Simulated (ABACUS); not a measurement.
## Si2Mo under changes of volume

One of the cells (13.416 Å³/atom); the others are scaled copies at fixed shape and fractional positions:

```
Mo Si
1.0
    -1.60000    1.60000    3.93050
     1.60000   -1.60000    3.93050
     1.60000    1.60000   -3.93050
Mo Si
1 2
Direct
  0.00000 0.00000 0.00000
  0.66700 0.66700 0.00000
  0.33300 0.33300 0.00000
```

```yaml
Program: ABACUS 3.10.1
Functional: PBE
Potentials_or_basis: PseudoDojo NC SR 0.4.1 PBE standard
Cutoff: 1361 eV
Density_cutoff: 5442 eV
Basis: DZP LCAO (the cutoffs set its grid)
k_mesh: 12 × 12 × 12
Occupations: fermi-dirac, width 0.05 eV
Spin: no spin polarisation
```

```csv
volume (Å³/atom),energy over the lowest point (meV/atom),pressure (GPa),largest force (eV/Å)
12.611,54.20,18.5,0.147
12.879,28.01,12.9,0.185
13.148,?,?,?
13.416,1.81,3.2,0.256
13.684,0.00,-0.9,0.289
13.953,4.75,-4.6,0.320
14.221,15.36,-7.9,0.349
```

Task: What does the run at 13.148 Å³/atom give?

Result: Energy over the lowest point 10.84 meV/atom; pressure 7.7 GPa; largest force 0.222 eV/Å.

Worked out: A Birch-Murnaghan fit of order 3 (a polynomial in V^(-2/3)) to the other rows has its minimum at 13.62 Å³/atom with B0 = V·E''(V) = 203 GPa and B' = 4.5 at fixed shape and positions, which overstates the stiffness. It gives 10.83 meV/atom at 13.148 Å³/atom, against the run's 10.84, and -dE/dV = 7.7 GPa, against 7.7.

Energies are extrapolated to zero smearing.

Caveats: the atomic orbitals were generated for these runs and aren't a published set; the basis of atomic orbitals isn't converged, which shifts pressures, moduli and gaps.
